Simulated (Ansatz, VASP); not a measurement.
**BaTiO3: VASP beside Ansatz**

```
CELL_PARAMETERS angstrom
3.87223 0.00000 0.00000
0.00000 3.87223 0.00000
0.00000 0.00000 3.87223
ATOMIC_POSITIONS crystal
Ba 0.50000 0.50000 0.57200
Ti 0.00000 0.00000 0.07200
O 0.00000 0.50000 0.07200
O 0.50000 0.00000 0.07200
O 0.00000 0.00000 0.57200
```

Alike in both runs: functional PBE; k mesh 8 × 8 × 8; occupations gaussian, width 0.02 eV; no spin polarisation; Hubbard terms Ti d U = 4.0 eV.

Ansatz relaxed the structure, and its values are those at the end. VASP's run is a single point on that final structure, the one shown.

```csv
,VASP,Ansatz
version,VASP 6.6.1,Ansatz 0.2.0
potentials or method,"VASP PAW PBE potentials, release 64 (Ba_sv, Ti_sv, O)","scalar-relativistic, plane waves, PAW"
plane-wave cutoff (eV),520,420
valence electrons in the cell,40,40
```

VASP gave:

```
gap on the k mesh at the Fermi level (eV) : 2.44
least direct gap on the mesh (eV)         : 2.52
```

Problem. Which values does Ansatz return?

Solution. gap on the k mesh at the Fermi level (eV): 2.52; least direct gap on the mesh (eV): 2.54.

The programs project onto different local orbitals, so the same U acts differently. Ansatz warned: «structure_snapped_to_symmetry».

Caveats: spin-orbit coupling is left out, which moves the levels of the heavy elements. A k mesh can miss the band edges.
